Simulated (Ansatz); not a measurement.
Method: Ansatz 0.2.0, DFT PBE, scalar-relativistic, plane waves, PAW. All cells share a 420 eV cutoff and Γ-centred k meshes spaced at most about 0.3 Å⁻¹ (about 0.25 or finer for metals, 2π included). No spin polarisation.

Each guess is relaxed in cell and atoms at zero pressure, on a coarse mesh first where it starts far from rest and then on a converged one. The steps can't lower the symmetry of the start, but it can rise. Energies are static (0 K, no zero-point motion).

Two unrelaxed guesses for Ga₄O:

A.

```
CELL_PARAMETERS angstrom
4.84239 0.00000 0.00000
-2.42119 4.19363 0.00000
0.00000 0.00000 4.68442
ATOMIC_POSITIONS crystal
Ga 0.19622 0.80378 0.50000
Ga 0.19622 0.39244 0.50000
Ga 0.60756 0.80378 0.50000
Ga 0.66667 0.33333 0.50000
O 0.33333 0.66667 0.00000
```

B.

```
CELL_PARAMETERS angstrom
4.46202 0.00000 0.00000
0.00000 4.46202 0.00000
0.00000 0.00000 4.46202
ATOMIC_POSITIONS crystal
Ga 0.00000 0.50000 0.50000
Ga 0.50000 0.00000 0.50000
Ga 0.50000 0.50000 0.00000
Ga 0.00000 0.00000 0.00000
O 0.50000 0.50000 0.50000
```

Question: Where do they end, and which end is lower?

Answer: A ends lower, by 94 meV/atom. A: P-6m2 at 19.0 Å³/atom → P-6m2 at 18.1 Å³/atom; B: Pm-3m at 17.8 Å³/atom → Pm-3m at 17.8 Å³/atom. Counting Ga atoms around O (those within 1.25 times the shortest such distance or 1.15 times the sum of covalent radii, 1.27 where that leaves under three; the shortest distance is added where it exceeds 1.18 times the sum of covalent radii), the end of A has O 6 from 2.3 Å and the end of B has O 6 from 2.2 Å. End of A. Conventional cell: a = 6.117 Å, c = 2.794 Å. Ga on a site of symmetry mm2 has 2 O at 2.25 Å, 2 Ga at 2.79 Å and 6 Ga at 3.06 Å; Ga on a site of symmetry -6m2 has 2 Ga at 2.79 Å and 6 Ga at 3.06 Å; around O lie 6 Ga at 2.25 Å and 2 O at 2.79 Å. End of B. Conventional cell: a = 4.462 Å. Ga on a site of symmetry m-3m has 12 Ga at 3.16 Å; Ga on a site of symmetry 4/mmm has 2 O at 2.23 Å and 12 Ga at 3.16 Å; O has 6 Ga at 2.23 Å.

Ends held by symmetry can be saddle points.
